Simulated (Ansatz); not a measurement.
Runs of Ansatz 0.2.0 on Sb. Symmetry: Im-3m, No. 229, cubic system. Conventional cell: a = 3.743 Å, b = 3.743 Å, c = 3.743 Å, α = 90.00°, β = 90.00°, γ = 90.00°. Sb (site symmetry m-3m) is surrounded by 8 Sb at 3.24 Å. This isn't the form of Sb at room conditions, which is rhombohedral.

```tsv
task	level	atoms under strain	gap on the mesh (eV)	pressure (GPa)
elastic constants	PBE	relaxed	none	(a)
phonons	PBEsol	-	none	-
elastic constants	PBEsol	relaxed	none	-0.8
phonons	PBE	-	none	-
```

Alike in all rows: potentials or basis Ansatz PAW; no spin polarisation; cell as given; k mesh 7 × 7 × 7; cutoff (eV) 420; smearing fermi-dirac 0.05 eV.

Question: Fill in the values left out.

Answer: (a) 2.3.

Caveats: the elastic tensor has a negative eigenvalue, so either the cell is unstable as it stands or the mesh is too thin (some runs); the PAW data sets come from PBE, with cores solved anew for the run's functional, which leaves a small shift of forces and pressure (some runs).

A k mesh can miss the band edges, and the runs leave out spin-orbit coupling on Sb.

A gap of «none» marks a metal or a gap under the smearing width.
